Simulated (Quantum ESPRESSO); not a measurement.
## BN in Quantum ESPRESSO: the effect of functional

Crystal: BN.

```
N B
1.0
     0.00000    1.81300    1.81300
     1.81300    0.00000    1.81300
     1.81300    1.81300    0.00000
N B
1 1
Direct
  0.25000 0.25000 0.25000
  0.00000 0.00000 0.00000
```

The cell is a database's computed one.

Alike in all runs:

- Program: Quantum ESPRESSO 7.5
- Task: dielectric tensor
- Cutoff: 612 eV
- Density cutoff: 4898 eV
- k mesh: 10 × 10 × 10, shifted
- Occupations: fermi-dirac, width 0.05 eV
- Spin: no spin polarisation

| functional | potentials or basis | pressure (GPa) | dielectric constant (mean) |
| --- | --- | --- | --- |
| LDA | GBRV 1.5 LDA | ? | ? |
| PBEsol | GBRV 1.5 PBEsol | -5.8 | 4.64 |
| WC | GBRV 1.5 PBE | -5.3 | 4.65 |
| BLYP | GBRV 1.5 PBE | 8.6 | 4.51 |
| AM05 | GBRV 1.5 PBE | -6.3 | 4.66 |

Q: What does the run with functional LDA give?

A: Pressure -12.9 GPa; dielectric constant 4.60 mean.

Caveats: the cell is more than 3 GPa from zero pressure, which shifts response properties; the potentials were made for another functional, which shifts forces and pressure (some runs).

Runs at the PBE level aren't shown here.
